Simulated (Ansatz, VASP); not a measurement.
**Two plane-wave programs on Rb**

```
CELL_PARAMETERS angstrom
0.00000 2.75701 2.75701
2.75701 0.00000 2.75701
2.75701 2.75701 0.00000
ATOMIC_POSITIONS crystal
Rb 0.00000 0.00000 0.00000
```

The cell was built by a generator and needn't be a form met in nature.

Alike in both runs: task single point; functional r2SCAN; k mesh 6 × 6 × 6; non-collinear spin, spin-orbit coupling.

```csv
,VASP,Ansatz
version,VASP 6.6.1,Ansatz 0.2.0
potentials or method,"VASP PAW PBE potentials, release 64 (Rb_sv)",PAW plane waves
plane-wave cutoff (eV),520,500
occupations,"fermi-dirac, width 0.1 eV",fermi-dirac
valence electrons in the cell,9,9
```

|  | VASP | Ansatz | Ansatz less VASP |
| --- | --- | --- | --- |
| gap on the k mesh at the Fermi level (eV) | none | none | - |
| pressure (GPa) | 7.7 | 7.7 | -0.01 |
| net moment per atom (μB) | 0.00 | 0.00 | 0.000 |

A gap of «none» marks a metal or a gap that the smearing closes.

Caveats: the PAW data sets were made with another functional, which shifts forces and pressure a little (VASP).
